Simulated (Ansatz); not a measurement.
CuAu3 in Ansatz: the effect of functional

Crystal: CuAu3.

```
Au Cu
1.0
     4.00636    0.00000    0.00000
     0.00000    4.00636    0.00000
     0.00000    0.00000    4.00636
Au Cu
3 1
Direct
  0.50000 0.50000 0.00000
  0.50000 0.00000 0.50000
  0.00000 0.50000 0.50000
  0.00000 0.00000 0.00000
```

The cell isn't the ideal one: volume scaled by 1.02.

Alike in all runs:

- Program: Ansatz 0.2.0
- Task: single point
- Potentials or basis: Ansatz PAW
- k mesh: 7 × 7 × 7
- Occupations: fermi-dirac, width 0.05 eV
- Spin: no spin polarisation

Problem. One run gave: pressure -8.9 GPa. Which functional did it use?
A. PBEsol
B. LDA
C. r2SCAN

Solution. B.

```tsv
functional	cutoff	pressure (GPa)
LDA	420 eV (not typed: the program's choice for these potentials)	-8.9
PBEsol	420 eV (not typed: the program's choice for these potentials)	-4.2
r2SCAN	500 eV (not typed: the program's choice for these potentials)	0.1
```

Caveats: the PAW data sets come from PBE, with cores solved anew for the run's functional, which leaves a small shift of forces and pressure.
